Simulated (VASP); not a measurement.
Cu, 1 atom in the cell. Symmetry: Fm-3m, No. 225, cubic system. Conventional cell: a = 3.615 Å, b = 3.615 Å, c = 3.615 Å, α = 90.00°, β = 90.00°, γ = 90.00°. Cu (site symmetry m-3m) has 12 Cu at 2.56 Å as nearest neighbours. 

| Item | Value |
| --- | --- |
| Program | VASP 6.6.1 |
| Task | single point |
| Functional | PBE |
| Potentials or basis | VASP PAW PBE potentials, release 64 (Cu) |
| Cutoff | 520 eV |
| k mesh | 16 × 16 × 16 |
| Occupations | gaussian, width 0.1 eV |
| Spin | no spin polarisation |
| Further INCAR settings | ALGO = Fast; EDIFF = 1e-07 |

Potentials or basis: VASP PAW PBE potentials, release 64 (Cu).

Launch:

```sh
$ cat potpaw_PBE.64/Cu/POTCAR > POTCAR
$ mpirun -np 1 vasp_std > vasp.out
```

Hardware: 1 thread of Intel(R) Xeon(R) Platinum 8488C (Sapphire Rapids), on a shared host.

**Question.** Estimate the wall time of this run.

**Answer.** Wall time 14 s on 1 thread of Intel(R) Xeon(R) Platinum 8488C (Sapphire Rapids), with other jobs on the host, peak memory 0.13 GiB. Counts: scf iterations 15, k points 145.
